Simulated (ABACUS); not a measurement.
PbS (Galena):

```
Pb S
1.0
     4.19420    0.00000    0.00000
     2.09710    3.63229    0.00000
     2.09710    1.21076    3.42455
Pb S
1 1
Cartesian
  0.0000 0.0000 0.0000
  4.1942 2.4215 1.7123
```

Base run:

| Property | Result |
| --- | --- |
| Program | ABACUS 3.10.1 |
| Functional | PBEsol |
| Potentials or basis | PseudoDojo NC SR 0.4.1 PBEsol standard |
| Cutoff | 857 eV |
| Density cutoff | 3429 eV |
| Basis | plane waves |
| k mesh | 6 × 6 × 6 |
| Occupations | fermi-dirac, width 0.05 eV |
| Spin | no spin polarisation |

Its results: band gap on the k mesh 0.26 eV, direct; pressure -0.9 GPa.

The run is repeated on the same cell with these changes: functional from PBEsol to AM05; potentials or basis from PseudoDojo NC SR 0.4.1 PBEsol standard to SG15 ONCV 1.2 PBE. What comes out?

Band gap on the k mesh 0.27 eV, direct; pressure -0.1 GPa.

Caveats: spin-orbit coupling is left out, which as a rule narrows the gap of such compounds by several tenths of an eV; the potentials were made for another functional, which shifts forces and pressure (some runs).

A k mesh can miss the band edges.

Not every run made on this cell is shown here.
